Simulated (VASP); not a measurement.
# Pd (Fm-3m) in VASP: notebook

One crystal, Pd, is run at these levels: PBE, r2SCAN+D4, PBE+D3(BJ); tasks: relaxation of cell and atoms, relaxation of the atoms.

All numbers are computed with VASP 6.6.1; they aren't measurements. Logs are shortened: lines on timing, memory, paths and dates and some standing lists are left out, and cuts for length are marked.

## Step 1: Starting point

The structure is cubic, space group Fm-3m (No. 225). Conventional cell: a = 3.893 Å, b = 3.893 Å, c = 3.893 Å, α = 90.00°, β = 90.00°, γ = 90.00°. Pd (site symmetry m-3m) has 12 Pd at 2.75 Å as nearest neighbours.

## Step 2: Relaxation of cell and atoms, PBE

INCAR

```
ALGO     = Fast           # electronic algorithm
EDIFF    = 1E-7           # SCF threshold, eV
EDIFFG   = -0.02          # ionic threshold
ENCUT    = 680            # plane-wave cutoff, eV
GGA      = PE             # functional
IBRION   = 2              # ionic algorithm
ISIF     = 3              # what is computed and relaxed
ISMEAR   = -1             # smearing method
LASPH    = T              # aspherical terms in the spheres
LCHARG   = F              # write CHGCAR
LREAL    = F              # projectors in reciprocal space
LWAVE    = F              # write WAVECAR
NELM     = 80             # most SCF steps
NSW      = 40             # ionic steps
PREC     = Accurate       # precision mode
SIGMA    = 0.05           # smearing width, eV
```

KPOINTS

```
k-points
0
Gamma
  12 12 12
```

POSCAR

```
Pd
1.0
    0.0000000000      1.9465000000      1.9465000000
    1.9465000000      0.0000000000      1.9465000000
    1.9465000000      1.9465000000      0.0000000000
Pd
1
Direct
    0.0000000000      0.0000000000      0.0000000000
```

Potentials or basis: VASP PAW PBE potentials, release 64 (Pd_sv_GW).

Run with:

```console
$ cat potpaw_PBE.64/Pd_sv_GW/POTCAR > POTCAR
$ mpirun -np 1 vasp_std > vasp.out
```

OUTCAR:

```text
EDIFF = 1E-7
   EDIFFG = -0.02
   ENCUT = 680
   GGA = PE
   IBRION = 2
   ISIF = 3
   ISMEAR = -1
   LASPH = T
   LREAL = F
   NELM = 80
   NSW = 40
   PREC = Accurate

 ion  position               nearest neighbor table
   1  0.000  0.000  0.000-

  LATTYP: Found a face centered cubic cell.
 ALAT       =     3.8930000000

  Lattice vectors:

 A1 = (   0.0000000000,   1.9465000000,   1.9465000000)
 A2 = (   1.9465000000,   0.0000000000,   1.9465000000)
 A3 = (   1.9465000000,   1.9465000000,   0.0000000000)

Analysis of symmetry for initial positions (statically):
=====================================================================
 Subroutine PRICEL returns:
 Original cell was already a primitive cell.

 Routine SETGRP: Setting up the symmetry group for a
 face centered cubic supercell.

 Subroutine GETGRP returns: Found 48 space group operations
 (whereof 48 operations were pure point group operations)
 out of a pool of 48 trial point group operations.

The static configuration has the point symmetry O_h .

Analysis of symmetry for dynamics (positions and initial velocities):
=====================================================================
 Subroutine PRICEL returns:
 Original cell was already a primitive cell.

 Routine SETGRP: Setting up the symmetry group for a
 face centered cubic supercell.

 Subroutine GETGRP returns: Found 48 space group operations
 (whereof 48 operations were pure point group operations)
 out of a pool of 48 trial point group operations.

The dynamic configuration has the point symmetry O_h .

 Subroutine INISYM returns: Found 48 space group operations
 (whereof 48 operations are pure point group operations),
 and found     1 'primitive' translations

----------------------------------------------------------------------------------------

                                     Primitive cell

  volume of cell :      14.7500

  direct lattice vectors                    reciprocal lattice vectors
     0.000000000  1.946500000  1.946500000    -0.256871307  0.256871307  0.256871307
     1.946500000  0.000000000  1.946500000     0.256871307 -0.256871307  0.256871307
     1.946500000  1.946500000  0.000000000     0.256871307  0.256871307 -0.256871307

  length of vectors
     2.752766699  2.752766699  2.752766699     0.444914156  0.444914156  0.444914156

  position of ions in fractional coordinates (direct lattice)
     0.000000000  0.000000000  0.000000000

  ion indices of the primitive-cell ions
   primitive index   ion index
                 1           1

----------------------------------------------------------------------------------------

 KPOINTS: k-points

Automatic generation of k-mesh.
 Grid dimensions read from file:
 generate k-points for:   12   12   12

 Generating k-lattice:

  Cartesian coordinates                     Fractional coordinates (reciprocal lattice)
    -0.021405942  0.021405942  0.021405942     0.083333333  0.000000000  0.000000000
     0.021405942 -0.021405942  0.021405942     0.000000000  0.083333333  0.000000000
     0.021405942  0.021405942 -0.021405942     0.000000000  0.000000000  0.083333333

  Length of vectors
     0.037076180  0.037076180  0.037076180

  Shift w.r.t. Gamma in fractional coordinates (k-lattice)
     0.000000000  0.000000000  0.000000000

 Subroutine IBZKPT returns following result:
 ===========================================

 Found     72 irreducible k-points:

 Following reciprocal coordinates:
            Coordinates               Weight
  0.000000  0.000000  0.000000      1.000000
  0.083333  0.000000  0.000000      8.000000
  0.166667  0.000000  0.000000      8.000000
  0.250000  0.000000  0.000000      8.000000
  0.333333  0.000000  0.000000      8.000000
  0.416667  0.000000  0.000000      8.000000
[... 16 lines left out ...]
  0.500000  0.166667  0.000000     24.000000
 -0.416667  0.166667  0.000000     24.000000
 [... further k-points ...]
   k-points           NKPTS =     72   k-points in BZ     NKDIM =     72   number of bands    NBANDS=     13
   number of dos      NEDOS =    301   number of ions     NIONS =      1
   total plane-waves  NPLWV =  13824
   dimension x,y,z NGX =    24 NGY =   24 NGZ =   24
   dimension x,y,z NGXF=    48 NGYF=   48 NGZF=   48
   ions per type =               1
   NGX,Y,Z   is equivalent  to a cutoff of  14.49, 14.49, 14.49 a.u.
   NGXF,Y,Z  is equivalent  to a cutoff of  28.99, 28.99, 28.99 a.u.
 SYSTEM =  unknown system
   PREC   = accura    normal or accurate (medium, high low for compatibility)
   ISTART =      0    job   : 0-new  1-cont  2-samecut
   ICHARG =      2    charge: 1-file 2-atom 10-const
   ISPIN  =      1    spin polarized calculation?
   LNONCOLLINEAR =      F non collinear calculations
   LSORBIT =      F    spin-orbit coupling
   LASPH  =      T    aspherical Exc in radial PAW
   ENCUT  =  680.0 eV  49.98 Ry    7.07 a.u.   5.85  5.85  5.85*2*pi/ulx,y,z
   NELM   =     80;   NELMIN=  2; NELMDL= -5     # of ELM steps
   EDIFF  = 0.1E-06   stopping-criterion for ELM
   LREAL  =      F    real-space projection
   EDIFFG = -.2E-01   stopping-criterion for IOM
   NSW    =     40    number of steps for IOM
   IBRION =      2    ionic relax: 0-MD 1-quasi-New 2-CG
   NFREE  =      1    steps in history (QN), initial steepest desc. (CG)
   ISIF   =      3    stress and relaxation
   ISYM   =      2    0-nonsym 1-usesym 2-fastsym
   POTIM  = 0.5000    time-step for ionic-motion
   TEBEG  =    0.0;   TEEND  =   0.0 temperature during run
   PSTRESS=    0.0 pullay stress
   NELECT =      18.0000    total number of electrons
   NUPDOWN=      -1.0000    fix difference up-down
   EMIN   =  10.00;   EMAX   =-10.00  energy-range for DOS
   EFERMI =   0.00;   METHOD = LEGACY
   ISMEAR =    -1;   SIGMA  =   0.05  broadening in eV -4-tet -1-fermi 0-gaus
   EFERMI_NEDOS =   21; number of points for ismear=-14 and -15
   IALGO  =     68    algorithm
   IMIX   =      4    mixing-type and parameters
     AMIX     =   0.40;   BMIX     =  1.00
     AMIX_MAG =   1.60;   BMIX_MAG =  1.00
  volume/ion in A,a.u.               =      14.75        99.54
  Fermi-wavevector in a.u.,A,eV,Ry     =   1.749449  3.305979 41.641602  3.060571
  Thomas-Fermi vector in A             =   2.820360
   LORBIT       =      0    0 simple, 1 ext, 2 COOP (PROOUT), +10 PAW based schemes
   GGA     = PE    functional components
   LHFCALC =     F    Hartree Fock is set to
   AEXX    =    0.0000 exact exchange contribution
   IVDW    =     0    specifies the selected vdW correction
   LEPSILON=     F    determine dielectric tensor
   LRPA    =     F    only Hartree local field effects (RPA)
 conjugate gradient relaxation of ions
 non-spin polarized calculation
 RMM-DIIS sequential band-by-band and
  energy-cutoff  :      680.00
  volume of cell :       14.75
 maximum number of plane-waves:       609
   NGX = 11   NGY = 11   NGZ = 11

--------------------------------------- Ionic step        1  -------------------------------------------

 number of electron      17.9999994 magnetization

 Free energy of the ion-electron system (eV)
  ---------------------------------------------------
  ext. energy  EPLUGINS =         0.00000000
  ---------------------------------------------------
  free energy    TOTEN  =        -3.76769979 eV

  energy without entropy =       -3.74810570  energy(sigma->0) =       -3.75790275

------------------------ aborting loop because EDIFF is reached ----------------------------------------

  FORCE on cell =-STRESS in cart. coord.  units (eV):
  Direction    XX          YY          ZZ          XY          YZ          ZX
  --------------------------------------------------------------------------------------
  -------------------------------------------------------------------------------------
  Total        0.6299728      0.6299728      0.6299728      0.0000000      0.0000000      0.0000000
  in kB       68.4288370     68.4288370     68.4288370      0.0000000      0.0000000      0.0000000
  external PRESSURE =      68.4288370 kB  Pullay stress =       0.0000000 kB
[... 55 lines left out ...]
  energy  without entropy=       -3.7350625031  energy(sigma->0) =       -3.74596480

--------------------------------------- Ionic step        3  -------------------------------------------

 number of electron      18.0000000 magnetization

 Free energy of the ion-electron system (eV)
  ---------------------------------------------------
  ext. energy  EPLUGINS =         0.00000000
  ---------------------------------------------------
  free energy    TOTEN  =        -3.77898534 eV

  energy without entropy =       -3.75859366  energy(sigma->0) =       -3.76878950

 E-fermi :   7.9068     XC(G=0): -13.2718

 val. band max:        7.9066493341   @ k =  -0.3333   0.4167   0.0833
 cond. band min:       7.9071768324   @ k =   0.5000   0.4167   0.0833
 fundamental gap:      0.0005274982
 Fermi energy:         7.9067731118

 k-point     1 :       0.0000    0.0000    0.0000
  band No.  band energies     occupation
      1     -76.1139      2.00000
      2     -41.6337      2.00000
      3     -41.6337      2.00000
      4     -41.6337      2.00000
      5       1.0571      2.00000
      6       5.2467      2.00000
      7       5.2467      2.00000
      8       5.2467      2.00000
      9       6.7654      2.00000
     10       6.7654      2.00000
     11      24.9282      0.00000
     12      29.4451      0.00000
     13      29.4451      0.00000
[... 353 lines left out ...]
 k-point    24 :      -0.4167    0.1667    0.0000
  band No.  band energies     occupation
      1     -76.0634      2.00000
      2     -41.9601      2.00000
      3     -41.7504      2.00000
      4     -41.6992      2.00000
      5       3.4881      2.00000
      6       4.8043      2.00000
      7       5.7129      2.00000
      8       6.1172      2.00000
      9       7.6869      1.97571
     10      11.4730      0.00000
     11      15.2456      0.00000
     12      23.4389      0.00000
     13      26.4350      0.00000

 [... further k-points ...]

------------------------ aborting loop because EDIFF is reached ----------------------------------------

  FORCE on cell =-STRESS in cart. coord.  units (eV):
  Direction    XX          YY          ZZ          XY          YZ          ZX
  --------------------------------------------------------------------------------------
  -------------------------------------------------------------------------------------
  Total       -0.0086709     -0.0086709     -0.0086709     -0.0000000      0.0000000     -0.0000000
  in kB       -0.9076979     -0.9076979     -0.9076979     -0.0000000      0.0000000     -0.0000000
  external PRESSURE =      -0.9076979 kB  Pullay stress =       0.0000000 kB
[... 16 lines left out ...]
  FREE ENERGIE OF THE ION-ELECTRON SYSTEM (eV)
  ---------------------------------------------------
  free  energy   TOTEN  =        -3.7789853381 eV

  energy  without entropy=       -3.7585936630  energy(sigma->0) =       -3.76878950

 reached required accuracy - stopping structural energy minimisation
```

Run time: 57 s. Hardware: 1 thread of Intel Xeon Platinum 8375C at 2.90GHz (Ice Lake), shared host; peak memory 0.17 GiB.

Results:

- Free energy: -3.7790 eV
- Relaxed volume: 15.31 Å³/atom
- Relaxed cell: a = 2.787 Å, b = 2.787 Å, c = 2.787 Å, α = 60.00°, β = 60.00°, γ = 60.00°
- Space group after relaxing (to 0.05 Å): Fm-3m (No. 225)
- Energy gained by relaxing: 11.3 meV/atom
- Ionic steps: 3
- Pressure after relaxing: -0.1 GPa
- Band gap on the k mesh: none (metal or under the smearing width)

The path:
```
step  energy change (eV)  largest force (eV/Å)  pressure (GPa)  volume (Å³)
   1              0.0000                0.0000            6.84        14.75
   2              0.0108                0.0000           -8.00        16.14
   3             -0.0113                0.0000           -0.09        15.31
```

Final structure:
```
Pd
1.0
     0.00000    1.97061    1.97061
     1.97061    0.00000    1.97061
     1.97061    1.97061    0.00000
Pd
1
Direct
  0.00000 0.00000 0.00000
```

(Part 1 of 2 ends here.)
